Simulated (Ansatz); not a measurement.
Electrons against holes in BaF2, calculated with Ansatz

Space group Fm-3m (No. 225), 3 atoms in the cell of the first input below: a = 4.384 Å, b = 4.384 Å, c = 4.384 Å, α = 60.00°, β = 60.00°, γ = 60.00°.

The cell was built from a prototype of a structure type listed for this compound, at its measured volume, taken without relaxation (pressure 1.3 GPa with this functional, without spin–orbit coupling). Functional: PBE.

Spin–orbit coupling is included. Kohn–Sham gap on the run's mesh: 6.82 eV (the true one may be smaller).

The states of the whole zone with their velocity products:

```yaml
crystal:
  lattice:
    - [0.0, 3.1000485598, 3.1000485598]
    - [3.1000485598, 0.0, 3.1000485598]
    - [3.1000485598, 3.1000485598, 0.0]
  atoms:
    - { symbol: Ba, position: [0.0, 0.0, 0.0] }
    - { symbol: F, position: [0.25, 0.25, 0.25] }
    - { symbol: F, position: [0.75, 0.75, 0.75] }
basis:
  ecutwfc: 420
  ecutrho_ratio: 4
kpoints:
  mp_grid: { grid: [8, 8, 8] }
hamiltonian:
  xc: pbe
scf:
  occupations: { method: gaussian, width: 0.05 }
output:
  forces: true
  stress: true
  eigenvalues: true
  populations: true
  states_by_energy: { minimum_broadening: 0.05 }
magnetization:
  noncollinear: true
  spin_orbit: true
```

```bash
ansatz run input.yaml --threads 4 --pin off --max-ram 9216MiB --backend cpu --events-out ev --progress --plain --runs-dir out
```

Time: 8.7 min on 4 threads of Arm Neoverse V2, with other jobs on the host, peak memory 2.2 GiB.

From that table, at a constant relaxation time τ with Fermi–Dirac weights and rigid bands:

| T (K) | doping (cm⁻³) | μ − E_F (eV) | σ_xx/τ (10²⁰/Ω m s) | S_xx (μV/K) | Lorenz (10⁻⁸ V²/K²) | ħω_p,xx (eV) |
| --- | --- | --- | --- | --- | --- | --- |
| 600 | n 1e19 | 3.367 | 0.00548 | -298 | 1.90 | 0.164 |
| 600 | p 1e19 | -3.050 | 0.00028 | 735 | 1.02 | 0.037 |
| 600 | n 1e20 | 3.545 | 0.0533 | -125 | 2.14 | 0.511 |
| 600 | p 1e20 | -3.169 | 0.0028 | 537 | 1.02 | 0.117 |
| 600 | n 1e21 | 3.898 | 0.359 | -76 | 2.79 | 1.325 |
| 600 | p 1e21 | -3.290 | 0.0275 | 338 | 1.04 | 0.367 |
| 900 | n 1e19 | 3.290 | 0.00522 | -358 | 2.14 | 0.160 |
| 900 | p 1e19 | -2.836 | 0.000227 | 771 | 1.26 | 0.033 |
| 900 | n 1e20 | 3.512 | 0.0502 | -179 | 2.37 | 0.496 |
| 900 | p 1e20 | -3.015 | 0.00227 | 572 | 1.26 | 0.105 |
| 900 | n 1e21 | 3.856 | 0.334 | -109 | 2.78 | 1.279 |
| 900 | p 1e21 | -3.196 | 0.0225 | 374 | 1.28 | 0.332 |

Question: Which of the dopings listed at 600 K has the largest power factor S²σ/τ along x?

Answer: n 1e19: 0.49, p 1e19: 0.15, n 1e20: 0.83, p 1e20: 0.8, n 1e21: 2.1, p 1e21: 3.1 (10¹¹ W/m K² s), so p 1e21 cm⁻³, if τ is the same for all.

Caveats: crystals with gaps this wide can seldom be doped to such densities with both signs of carrier, so the rows show what the bands would give; melting, decomposition and changes of phase at these temperatures weren't checked; no scattering is computed, and the gap isn't corrected.

The hole-doped win at 600 K comes from thermopower, not conduction: at every listed density and temperature, electrons have the larger σ/τ and holes the larger |S|. The valence band top is made of compact, weakly overlapping F 2p orbitals, so holes are heavy, whereas the more diffuse Ba-derived conduction states give light electrons. With so many valence states available, the holes stay close to non-degenerate even at p 1e21. Their conductivity therefore grows almost in proportion to density while S falls only logarithmically, whereas the electrons become degenerate and lose much of their thermopower.

The ranking doesn't survive heating. At 900 K, n 1e21 overtakes p 1e21, because the electrons' |S| rises from 76 to 109 μV/K with little loss of σ/τ, while the holes' gain in S is nearly cancelled by their falling σ/τ. Holes in BaF2 are known to self-trap as F₂⁻-like centres, a lattice distortion that rigid bands exclude, so the p-type values describe hypothetical band carriers rather than hopping polarons.
